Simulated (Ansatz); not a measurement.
# Strain response of Mo

Level of theory: DFT PBEsol, scalar-relativistic, plane waves, PAW in Ansatz. (420 eV cutoff, 16×16×16 k-mesh, Gaussian smearing of 0.10 eV, no spin polarisation)

Reference structure (relaxed):

```
Mo
1.0
     3.12934    0.00000    0.00000
     0.00000    3.12934    0.00000
     0.00000    0.00000    3.12934
Mo
2
Direct
  0.00000 0.00000 0.00000
  0.50000 0.50000 0.50000
```

Deformation: biaxial strain in the a-b plane, with the length and tilt of c and the atoms relaxed, all within the symmetry that the strain leaves. Energies are extrapolated to zero smearing.

```tsv
strain (%)	ΔE (meV/atom)	a (Å)	b (Å)	c (Å)
-6.0	203.6	2.942	2.942	3.312
-4.0	90.3	3.004	3.004	3.234
-2.0	22.6	3.067	3.067	3.175
+0.0	0.0	3.129	3.129	3.129
+2.0	20.1	3.192	3.192	3.088
+4.0	76.0	3.255	3.255	3.048
+6.0	161.8	3.317	3.317	3.004
```

(1) What stiffness (1/V) d²E/dε² at zero strain does a cubic fit over all points give?

(2) How does the free axis c answer a small strain?

Answers

(1) A cubic fit gives (1/V) d²E/dε² = 1058 GPa at zero strain (twice the biaxial modulus).

(2) Between the innermost points its strain is -0.70 times the applied one.